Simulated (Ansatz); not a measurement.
**Strain response of Fe**

These are results of DFT PBE, scalar-relativistic, plane waves, PAW in Ansatz, not measurements. Settings: 420 eV cutoff, 14×14×14 k-mesh, Gaussian smearing of 0.10 eV, collinear spin.

The relaxed crystal:

```
CELL_PARAMETERS angstrom
2.83169 0.00000 0.00000
0.00000 2.83169 0.00000
0.00000 0.00000 2.83169
ATOMIC_POSITIONS crystal
Fe 0.00000 0.00000 0.00000
Fe 0.50000 0.50000 0.50000
```

Deformation: all cell vectors scaled alike, the atoms relaxed, all within the symmetry that the strain leaves. Energies are extrapolated to zero smearing. Stress is positive in compression, on the Cartesian axes of the cell above.

```tsv
strain (%)	ΔE (meV/atom)	a (Å)	b (Å)	c (Å)	σxx (GPa)	σyy (GPa)	σzz (GPa)	moment (μB/cell)
-4.5	151.1	2.704	2.704	2.704	37.81	37.81	37.81	3.93
-3.0	62.6	2.747	2.747	2.747	22.38	22.38	22.38	4.08
-1.5	?	2.789	2.789	2.789	?	?	?	?
+0.0	0.0	2.832	2.832	2.832	-0.08	-0.08	-0.08	4.34
+1.5	13.4	2.874	2.874	2.874	-7.83	-7.83	-7.83	4.48
+3.0	?	2.917	2.917	2.917	?	?	?	?
+4.5	99.7	2.959	2.959	2.959	-15.07	-15.07	-15.07	5.07
```

Problem. Fill in the row at -1.5 %.

Solution. ΔE 14.3 meV/atom; σxx 9.78 GPa; σyy 9.78 GPa; σzz 9.78 GPa; moment 4.20 μB/cell.

Problem. Fill in the row at +3.0 %.

Solution. ΔE 50.2 meV/atom; σxx -13.47 GPa; σyy -13.47 GPa; σzz -13.47 GPa; moment 4.65 μB/cell.